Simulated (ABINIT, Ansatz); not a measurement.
# Quasiparticle gap of LiBr (Fm-3m) in ABINIT, part 2 of 2

Aim: the G0W0 gap of LiBr (Fm-3m) on PBE, step by step.

ABINIT 10.8.3; PBE and many-body steps on it, plane waves. Known limits of the many-body steps: not at the basis limit; no spin-orbit coupling.

So far. Step 2 (Ground state): The gap is direct, at Γ. Step 3 (Bands along the symmetry lines): The gap is 4.933 eV, −0.005 eV from the run before at this level.

**4. Empty states on the mesh, 6×6×6 mesh, 769 bands**

Level of this step: DFT, PBE, plane waves, norm-conserving pseudopotentials (ABINIT).

The sums over transitions need many empty states on a uniform mesh; this step solves for them.

run.abi reads:

```
acell 3*1.0 Angstrom
rprim 
  0.000000000000 2.750650000000 2.750650000000
  2.750650000000 0.000000000000 2.750650000000
  2.750650000000 2.750650000000 0.000000000000
ntypat 2
znucl 3 35
natom 2
typat 1 2
xred 
  0.000000000000 0.000000000000 0.000000000000
  0.500000000000 0.500000000000 0.500000000000
pp_dirpath "pseudos"
pseudos "Li.upf, Br.upf"
ecut 33
ngkpt 6 6 6
nshiftk 1
shiftk 0 0 0
kptopt 1
chksymbreak 0
irdden 1
istwfk *1
nband 769
prtvol 0
optdriver 6
gwr_task "HDIAGO"
paral_kgb 0
occopt 1
indata_prefix "in"
outdata_prefix "out"
tmpdata_prefix "tmp"
```

Launch:

```sh
OMP_NUM_THREADS=1 mpirun -n 8 abinit run.abi > log
```

Numbers of over 12 decimals in the logs are rounded to 6 here.

Output:

```text
[banner, memory and clock lines left out]
.Version 10.8.3 of ABINIT. v10.8.2 released Aug 2026.

 Symmetries : space group Fm -3 m (#225); Bravais cF (face-center cubic)
[... echo of the input left out ...]
== DATASET  1 ==================================================================
-   mpi_nproc: 8, omp_nthreads: 1 (-1 if OMP is not activated)

--- !DatasetInfo
iteration_state: {dtset: 1, }
dimensions: {natom: 2, nkpt: 16, mband: 769, nsppol: 1, nspinor: 1, nspden: 1, mpw: 2637, }
cutoff_energies: {ecut:  33.0, pawecutdg:  -1.0, }
electrons: {nelect:   1.00000000E+01, charge:   0.00000000E+00, occopt:   1.00000000E+00, tsmear:   1.00000000E-02, }

.Using double precision arithmetic; gwpc =  8

- Reading GS density from: in_DEN

--- Pseudopotential description ------------------------------------------------
- Li Generated using ONCVPSP code by D. R. Hamann
-  3.00000   3.00000  171031                  znucl, zion, pspdat
12 -101130 1 -1 1944                          pspcod,pspxc,lmax,lloc,mmax
     nproj     2     2     0
  pspatm : epsatm=    2.74360059
         --- l  ekb(1:nproj) -->
             0   -4.951544   -1.544797
             1   -2.250661   -0.474685
 pspatm: atomic psp has been read  and splines computed

- Br Generated using ONCVPSP code by D. R. Hamann
- 35.00000   7.00000  171031                  znucl, zion, pspdat
12 -101130 2 -1 1098                          pspcod,pspxc,lmax,lloc,mmax
     nproj     2     2     2
  pspatm : epsatm=   11.64859065
         --- l  ekb(1:nproj) -->
             0    8.455549    0.878460
             1    5.292495    0.880691
             2    2.589748    0.385882
 pspatm: atomic psp has been read  and splines computed

   1.43921912E+02                                ecore*ucvol(ha*bohr**3)

 Total charge density [el/Bohr^3]
)     Maximum=    2.7810E+00  at reduced coord.    0.0000    0.0000    0.0000
)     Minimum=    7.1989E-04  at reduced coord.    0.5000    0.5000    0.5000
   Integrated=    1.0000E+01

 === KS gaps after direct diagonalization ===
 Direct band gap semiconductor
 Fundamental gap:     4.938 (eV)
   VBM:     0.621 (eV) at k: [ 0.0000E+00,  0.0000E+00,  0.0000E+00]
   CBM:     5.559 (eV) at k: [ 0.0000E+00,  0.0000E+00,  0.0000E+00]
 Direct gap:         4.938 (eV) at k: [ 0.0000E+00,  0.0000E+00,  0.0000E+00]

== END DATASET(S) ==============================================================

 -outvars: echo values of variables after computation  --------
           etotal      0.0000000000E+00
            nband         769
             nkpt          16
          spgroup         225
 [... the other variables as echoed above ...]

 Calculation completed.
```

The job ended after 88 s (8 MPI ranks of Arm Neoverse N1, shared host; peak memory 3.5 GiB; 12 min of CPU time).

This step gave:

```yaml
gap: 4.938 eV
k_of_the_valence_top: 0, 0, 0
k_of_the_conduction_bottom: 0, 0, 0
least_direct_gap: 4.938 eV
k_points_computed: 16
lowest_point_of_the_top_converged_band_above_the_valence_top: 389.3689 eV
```

On this mesh the gap is 4.938 eV.

**5. Screening, 6×6×6 mesh, 313 bands, screening to 283 eV**

The RPA dielectric matrix is built and inverted for each q.

This step: RPA screening on PBE, plane waves, norm-conserving pseudopotentials.

Changes to run.abi since step 4:

```diff
@@ -20,10 +20,11 @@
 chksymbreak 0
-irdden 1
 istwfk *1
-nband 769
-prtvol 0
-optdriver 6
-gwr_task "HDIAGO"
-paral_kgb 0
 occopt 1
+irdwfk 1
+optdriver 3
+nband 313
+ecuteps 10.4
+inclvkb 2
+awtr 1
+symchi 1
 indata_prefix "in"
```

Output:

```text
.Version 10.8.3 of ABINIT. v10.8.2 released Aug 2026.

 Symmetries : space group Fm -3 m (#225); Bravais cF (face-center cubic)
[... echo of the input left out ...]
== DATASET  1 ==================================================================
-   mpi_nproc: 8, omp_nthreads: 1 (-1 if OMP is not activated)

--- !DatasetInfo
iteration_state: {dtset: 1, }
dimensions: {natom: 2, nkpt: 16, mband: 313, nsppol: 1, nspinor: 1, nspden: 1, mpw: 2637, }
cutoff_energies: {ecut:  33.0, pawecutdg:  -1.0, }
electrons: {nelect:   1.00000000E+01, charge:   0.00000000E+00, occopt:   1.00000000E+00, tsmear:   1.00000000E-02, }

 SCREENING: Calculation of the susceptibility and dielectric matrices

 Based on a program developped by R.W. Godby, V. Olevano, G. Onida, and L. Reining.
 Incorporated in ABINIT by V. Olevano, G.-M. Rignanese, and M. Torrent.
.Using double precision arithmetic ; gwpc =  8

[... cell and pseudopotentials left out ...]
--------------------------------------------------------------------------------

 ==== K-mesh for the wavefunctions ====
 Number of points in the irreducible wedge :    16
[... list of points left out ...]
 Together with 48 symmetry operations and time-reversal symmetry
 yields   216 points in the full Brillouin Zone.

 ==== Q-mesh for the screening function ====
 Number of points in the irreducible wedge :    16
[... list of points left out ...]
 Together with 48 symmetry operations and time-reversal symmetry
 yields   216 points in the full Brillouin Zone.

 setmesh: FFT mesh size selected  =    30x   30x   30
          total number of points  =        27000

 vcoul_init : cutoff-mode = AUXILIARY_FUNCTION
 q-points for optical limit:   1
     1)      0.000010    0.000020    0.000030

- screening: taking advantage of time-reversal symmetry
- Maximum band index for partially occupied states nbvw = 5
- Remaining bands to be divided among processors   nbcw = 308
- Number of bands treated by each node ~38

 Number of electrons calculated from density =   10.0000; Expected =   10.0000
 average of density, n =  0.035601
 r_s =    1.8857
 omega_plasma =   18.2008 [eV]

 calculating chi0 at frequencies [eV] :
  1    0.000000E+00    0.000000E+00
  2    0.000000E+00    1.820075E+01

--------------------------------------------------------------------------------
  q-point number  1        q = ( 0.000000, 0.000000, 0.000000) [r.l.u.]
--------------------------------------------------------------------------------
[... chi0 elements left out ...]
 For q-point:  0.000010 0.000020 0.000030
  dielectric constant =   3.1699
  dielectric constant without local fields =   3.7701

  Average fulfillment of the sum rule on Im[epsilon] for q-point    1 :     98.46  [%]
[... wings left out ...]
  q-point number  2        q = ( 0.166667, 0.000000, 0.000000) [r.l.u.]
--------------------------------------------------------------------------------
[... chi0 elements left out ...]
  Average fulfillment of the sum rule on Im[epsilon] for q-point    2 :    102.66  [%]

 [... 14 further q-points ...]
```

The job ended after 14 min (8 MPI ranks; peak memory 3.9 GiB; 1.9 h of CPU time).

Numbers from this step:

```yaml
eps_infinity_with_local_fields_on_this_mesh_along_the_program_s_q_direction: 3.170
the_same_without_local_fields: 3.770
plasma_frequency: 18.20 eV
plane_waves_in_the_screening_matrix: 459
```

Local fields lower ε∞ by 16 %.

**6. Self-energy, 6×6×6 mesh, 313 bands, screening to 283 eV**

The self-energy is evaluated for the states that the input lists, and the levels follow from it, in one-shot runs by the linearised quasiparticle equation.

This step: G0W0 on PBE, plane waves, norm-conserving pseudopotentials.

Changes to run.abi since step 5:

```diff
@@ -23,8 +23,15 @@
 irdwfk 1
-optdriver 3
+optdriver 4
 nband 313
+gwcalctyp 0
+ecutsigx 33
+symsigma 1
+nkptgw 1
+kptgw 
+  0.0000000000 0.0000000000 0.0000000000
+bdgw 
+  3 9
 ecuteps 10.4
-inclvkb 2
-awtr 1
-symchi 1
+irdscr 1
+ppmodel 1
 indata_prefix "in"
```

Output:

```text
.Version 10.8.3 of ABINIT. v10.8.2 released Aug 2026.

 Symmetries : space group Fm -3 m (#225); Bravais cF (face-center cubic)
[... echo of the input left out ...]
== DATASET  1 ==================================================================
-   mpi_nproc: 8, omp_nthreads: 1 (-1 if OMP is not activated)

--- !DatasetInfo
iteration_state: {dtset: 1, }
dimensions: {natom: 2, nkpt: 16, mband: 313, nsppol: 1, nspinor: 1, nspden: 1, mpw: 2637, }
cutoff_energies: {ecut:  33.0, pawecutdg:  -1.0, }
electrons: {nelect:   1.00000000E+01, charge:   0.00000000E+00, occopt:   1.00000000E+00, tsmear:   1.00000000E-02, }

 SIGMA: Calculation of the GW corrections

 Based on a program developped by R.W. Godby, V. Olevano, G. Onida, and L. Reining.
 Incorporated in ABINIT by V. Olevano, G.-M. Rignanese, and M. Torrent.
.Using double precision arithmetic ; gwpc =  8

[... cell and pseudopotentials left out ...]
--------------------------------------------------------------------------------

 ==== K-mesh for the wavefunctions ====
 Number of points in the irreducible wedge :    16
[... list of points left out ...]
 Together with 48 symmetry operations and time-reversal symmetry
 yields   216 points in the full Brillouin Zone.

 ==== Q-mesh for screening function ====
 Number of points in the irreducible wedge :    16
[... list of points left out ...]
 Together with 48 symmetry operations and time-reversal symmetry
 yields   216 points in the full Brillouin Zone.

 vcoul_init : cutoff-mode = AUXILIARY_FUNCTION
 q-points for optical limit:   1
     1)      0.000010    0.000020    0.000030
 setmesh: FFT mesh size selected  =    40x   40x   40
          total number of points  =        64000

 Number of electrons calculated from density =   10.0000; Expected =   10.0000
 average of density, n =  0.035601
 r_s =    1.8857
 omega_plasma =   18.2008 [eV]

 === KS Band Gaps ===
  >>>> For spin  1
   Minimum direct gap =   4.9381 [eV], located at k-point      :   0.0000  0.0000  0.0000
   Fundamental gap    =   4.9381 [eV], Top of valence bands at :   0.0000  0.0000  0.0000
                                       Bottom of conduction at :   0.0000  0.0000  0.0000
 SIGMA fundamental parameters:
 PLASMON POLE MODEL  1
 number of plane-waves for SigmaX                 2637
 number of plane-waves for SigmaC and W            459
 number of plane-waves for wavefunctions          2637
 number of bands                                   313
 number of independent spin polarizations            1
 number of spinorial components                      1
 number of k-points in IBZ                          16
 number of q-points in IBZ                          16
 number of symmetry operations                      48
 number of k-points in BZ                          216
 number of q-points in BZ                          216
 number of frequencies for dSigma/dE                 9
 frequency step for dSigma/dE [eV]                0.25
 number of omega for Sigma on real axis              0
 max omega for Sigma on real axis  [eV]           0.00
 zcut for avoiding poles [eV]                     0.10

 EPSILON^-1 parameters (SCR file):
 dimension of the eps^-1 matrix on file            459
 dimension of the eps^-1 matrix used               459
 number of plane-waves for wavefunctions          2637
 number of bands                                   313
 number of q-points in IBZ                          16
 number of frequencies                               2
 number of real frequencies                          1
 number of imag frequencies                          1

 matrix elements of self-energy operator (all in [eV])

 Perturbative Calculation

--- !SelfEnergy_ee
iteration_state: {dtset: 1, }
kpoint     : [   0.000,    0.000,    0.000, ]
spin       : 1
KS_gap     :    4.938
QP_gap     :    7.153
Delta_QP_KS:    2.215
data: !SigmaeeData |
     Band     E0 <VxcDFT>   SigX SigC(E0)      Z dSigC/dE  Sig(E)    E-E0       E
        3   0.621 -13.197 -16.770   1.525   0.804  -0.243 -14.844  -1.648  -1.026
        4   0.621 -13.197 -16.770   1.525   0.804  -0.243 -14.844  -1.648  -1.026
        5   0.621 -13.197 -16.770   1.525   0.804  -0.243 -14.844  -1.648  -1.026
        6   5.559  -8.505  -4.368  -3.462   0.840  -0.190  -7.937   0.567   6.127
        7  11.140  -8.415  -3.746  -3.779   0.833  -0.201  -7.674   0.741  11.881
        8  11.140  -8.415  -3.746  -3.779   0.833  -0.201  -7.674   0.741  11.881
        9  11.140  -8.415  -3.746  -3.779   0.833  -0.201  -7.674   0.741  11.881

== END DATASET(S) ==============================================================
================================================================================

 -outvars: echo values of variables after computation  --------
           etotal      0.0000000000E+00
            nband         313
             nkpt          16
          spgroup         225
 [... the other variables as echoed above ...]

 Calculation completed.
```

Wall time 80 s (8 MPI ranks); peak memory 4.7 GiB.

This step gave:

```
G0W0 gap on the points computed              : 7.153 eV
starting gap on the mesh                     : 4.938 eV
k of the valence top                         : 0, 0, 0
k of the conduction bottom                   : 0, 0, 0
Z at the valence top                         : 0.804
Z at the conduction bottom                   : 0.84
least direct G0W0 gap on the computed points : 7.153 eV
```

The gap on the mesh goes from 4.94 eV to 7.15 eV, a correction of +2.21 eV.

Limits: finite bands, cutoff and mesh; no spin-orbit coupling. v1 is the top filled band, c1 the lowest empty one. The levels before and after the correction (eV, zero at the valence-band top of each column):

```tsv
	conduction bottom	valence top
Kohn-Sham	4.94	0.00
G0W0	7.15	0.00
```

```tsv
	level	energy (eV)
Kohn-Sham	Γ v3-v1	0.000
Kohn-Sham	Γ c1	4.938
Kohn-Sham	Γ c2-c4	10.519
G0W0	Γ v3-v1	0.000
G0W0	Γ c1	7.153
G0W0	Γ c2-c4	12.907
```

**7. Where the time went**

Times are wall times on 8 MPI ranks of Arm Neoverse N1, shared host, good to a factor of about two.

```tsv
step	time	share	memory (GiB)
ground state	6.3 s	1 %	0.54
bands along the symmetry lines	7.9 s	1 %	0.48
empty states on the mesh	88 s	9 %	3.5
screening	14 min	82 %	3.9
self-energy	80 s	8 %	4.7
```

**8. Summary of results**

```yaml
pbe_gap: 4.93 eV, indirect (only 5 meV under the direct gap)
g0w0_gap_on_the_mesh: 7.15 eV
gw_settings: 6×6×6 mesh, 313 bands, screening to 283 eV, Godby-Needs plasmon pole
known_limits: not at the basis limit; no spin-orbit coupling
```

In words: G0W0 moves the gap on the mesh from 4.94 eV to 7.15 eV (+2.21 eV), with Z of 0.80 and 0.84 at the edges. Local fields lower the RPA ε∞ on this mesh from 3.77 to 3.17. Only 1 of the mesh's irreducible points was corrected, so a valley elsewhere could overtake. The dearest step here is «screening». Bands and cutoff are finite, so the gap is not at the basis limit. The miss can reach some tenths of an eV and take either sign; the mesh is an error of its own. In the G0W0 run levels were corrected at 1 k point alone, so a gap called «on the mesh» is the least over those, and an edge elsewhere would be missed. The many-body steps are scalar-relativistic: spin-orbit coupling is not in them.

[Paths, hosts, dates, memory and timing lines, banners, echoed tables and standing remarks are left out of the program output.]

[Logs are printed without paths, hosts, clocks, repeated set-up lines and the standing remarks that a program may print on its own settings, such as how far it seeks lower states.]

[Runs of the session that timed out or met a known fault of the program may be left out.]

[Hosts, paths, dates, database ids (printed as entryN), source tags and the programs' standing remarks are cut or masked in the printed files.]

[G0W0 gaps are taken among the corrected bands and points alone; a level outside them can change the order at an edge.]

[Where Ansatz stands beside ABINIT at settings called matched, ABINIT's density can come from a denser mesh and the files from another edition; pairs whose starting gaps differed by over 0.03 eV were left out, so agreement reads better than it is.]
